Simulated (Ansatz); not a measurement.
Computed with Ansatz on PBE0-D4/def2-TZVP structures; ΔE is electronic, products minus reactants. CCSD(T)/CBS adds triple-zeta CCSD(T) − MP2 to the extrapolated MP2 energy (def2 sets, frozen cores). This one scheme is used for every species. DFT in def2-TZVPP. Each species was taken in one conformer, which may not be the lowest.

`CO[SiH2]S` + `CCC(=O)O` → `CCCC(=O)O` + `O[SiH2]S`  (formal exchange of groups at a C–O bond)

```
             level  ΔE (kJ/mol)  difference from CCSD(T)/CBS
           ωB97M-V        -56.7                          3.8
            B2PLYP        -53.7                          6.8
            r2SCAN        -55.3                          5.2
              PBE0        -55.5                          5.0
     HF/def2-TZVPP        -45.1                         15.4
SCS-MP2/def2-TZVPP        -58.5                          2.0
   CCSD/def2-TZVPP        -57.3                          3.2
CCSD(T)/def2-TZVPP        -58.6                          1.9
    MP2/def2-QZVPP        -65.1                         -4.6
     MP2/CBS(def2)        -66.1                         -5.6
       CCSD(T)/CBS        -60.5                            0
```

Largest T1 diagnostic among the species: 0.014.

In def2-TZVPP, CCSD(T) changes the Hartree–Fock value by −13.5 kJ/mol (the triples alone add −1.2 kJ/mol) and MP2 by −19.1 kJ/mol.

CCSD(T)/CBS has its own doubt, a few kJ/mol and more with outer-core shells, so smaller differences from it don't rank the levels.
